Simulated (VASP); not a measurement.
Wanted: the native input for a VASP 6.6.1 run.

- Task: single point
- Functional: PBEsol
- Potentials or basis: VASP PAW PBE potentials, release 64 (Sb)
- Cutoff: 520 eV
- k mesh: 8 × 8 × 8
- Occupations: fermi-dirac, width 0.05 eV
- Spin: no spin polarisation
- Ladder: free
- Further INCAR settings: ALGO = Normal; EDIFF = 1e-07; NBANDS = 8

The structure of Sb lies in POSCAR:

```
Sb
1.0
    3.1600000000      0.0000000000      0.0000000000
    0.0000000000      3.1600000000      0.0000000000
    0.0000000000      0.0000000000      3.1600000000
Sb
1
Direct
    0.0000000000      0.0000000000      0.0000000000
```

This isn't the form of Sb at room conditions, which is rhombohedral.

One way to write it, as run:

INCAR

```
SYSTEM = Sb
PREC     = Accurate       ! precision mode
ENCUT    = 520            ! plane-wave cutoff, eV
EDIFF    = 1E-7           ! SCF threshold, eV
ISMEAR   = -1             ! smearing method
SIGMA    = 0.05           ! smearing width, eV
LREAL    = .FALSE.        ! projectors in reciprocal space
LASPH    = .TRUE.         ! aspherical terms in the spheres
NELM     = 80             ! most SCF steps
ALGO     = Normal         ! electronic algorithm
ISIF     = 2              ! what is computed and relaxed
LWAVE    = .FALSE.        ! write WAVECAR
LCHARG   = .FALSE.        ! write CHGCAR
GGA      = PS             ! functional
NBANDS   = 8              ! bands
```

KPOINTS

```
Automatic mesh
0
G
  8 8 8
  0 0 0
```

Potentials or basis: VASP PAW PBE potentials, release 64 (Sb).

Command:

```console
$ cat potpaw_PBE.64/Sb/POTCAR > POTCAR
$ mpirun -np 1 vasp_std > vasp.out
```

Results of the run:

| Quantity | Value |
| --- | --- |
| Pressure | -4.6 GPa |
| Band gap on the k mesh | none (metal or under the smearing width) |

Caveat: the PAW data sets were made with another functional, which shifts forces and pressure a little.

Run time: 4.2 s on 1 thread of Intel(R) Xeon(R) Platinum 8259CL CPU @ 2.50GHz (Skylake/Cascade Lake) (shared host), peak memory 0.14 GiB.
